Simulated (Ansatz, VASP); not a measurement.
**CoO: VASP beside Ansatz**

The input INCAR:

```
SYSTEM = CoO
PREC = Accurate
ENCUT = 520
EDIFF = 1E-6
ISMEAR = 0
SIGMA = 0.05
LREAL = .FALSE.
LASPH = .TRUE.
NELM = 150
ALGO = Normal
ISIF = 2
LWAVE = .FALSE.
LCHARG = .TRUE.
ISPIN = 2
MAGMOM = 2 -2 0 0
LORBIT = 11
LMAXMIX = 4
LDAU = .TRUE.
LDAUTYPE = 2
LDAUL = 2 -1
LDAUU = 4 0
LDAUJ = 0 0
LDAUPRINT = 1
GGA = PE
LELF = .TRUE.
LVHAR = .TRUE.
NBANDS = 27
```

The input KPOINTS:

```
regular mesh
0
G
  6 6 5
  0 0 0
```

File POSCAR:

```
CoO
1.0
    3.0160008800      0.0000000000      0.0000000000
    0.0000000000      3.0160008800      0.0000000000
    0.0000000000      0.0000000000      4.2145007200
Co O
2 2
Direct
    0.0000000000      0.0000000000      0.0000000000
    0.5000000000      0.5000000000      0.5000000000
    0.0000000000      0.0000000000      0.5000000000
    0.5000000000      0.5000000000      0.0000000000
```

File input.yaml:

```yaml
crystal:
  lattice:
    - [3.01600088, 0.0, 0.0]
    - [0.0, 3.01600088, 0.0]
    - [0.0, 0.0, 4.21450072]
  atoms:
    - { symbol: Co, position: [0.0, 0.0, 0.0], spin: 2.0 }
    - { symbol: Co, position: [0.5, 0.5, 0.5], spin: -2.0 }
    - { symbol: O, position: [0.0, 0.0, 0.5] }
    - { symbol: O, position: [0.5, 0.5, 0.0] }
hamiltonian:
  xc: pbe
  pseudopotentials: { kind: paw }
  hubbard: { sites: [{ species: Co, l: d, u_eff: 4.0 }] }
magnetization:
  spin_polarized: true
kpoints:
  mp_grid: { grid: [6, 6, 5] }
scf:
  occupations: { method: gaussian, width: 0.05 }
output:
  forces: true
  stress: true
  eigenvalues: true
```

Alike in both runs: task single point; functional PBE; k mesh 6 × 6 × 5; occupations gaussian, width 0.05 eV; collinear spin, antiferromagnetic start; Hubbard terms Co d U = 4 eV.

|  | VASP | Ansatz |
| --- | --- | --- |
| version | VASP 6.6.1 | Ansatz 0.2.0 |
| potentials or method | VASP PAW PBE potentials, release 64 (Co, O) | Ansatz PAW |
| plane-wave cutoff (eV) | 520 | 420 |
| valence electrons in the cell | 30 | 46 |

|  | VASP | Ansatz | Ansatz less VASP |
| --- | --- | --- | --- |
| gap on the k mesh at the Fermi level (eV) | 0.60 | 1.66 | +1.062 |
| least direct gap on the mesh (eV) | 1.81 | 2.53 | +0.720 |
| pressure (GPa) | 6.6 | 11.6 | +4.94 |
| largest component of the traceless stress (GPa) | 10.92 | 1.73 | -9.196 |
| net moment per atom (μB) | 0.00 | 0.00 | 0.000 |
| size of the moment on the site where the two differ most (μB) | 2.77 | 2.60 | -0.174 |

Site moments also hang on the region over which each program counts them. The programs project onto different local orbitals, so the same U acts differently. The two sets of potentials don't hold the same shells in valence.

Caveats: an odd mesh through Γ misses points on the zone boundary, where band edges often lie (VASP); the magnetic or orbital state may not be the lowest (Ansatz); odd divisions of the mesh miss points on the zone boundary, where band edges often lie, so the gap on the mesh can be too wide (Ansatz); the pressure holds a Pulay correction of +0.8 GPa for the finite cutoff (Ansatz). The state reached can hang on the start; a lower one may exist.
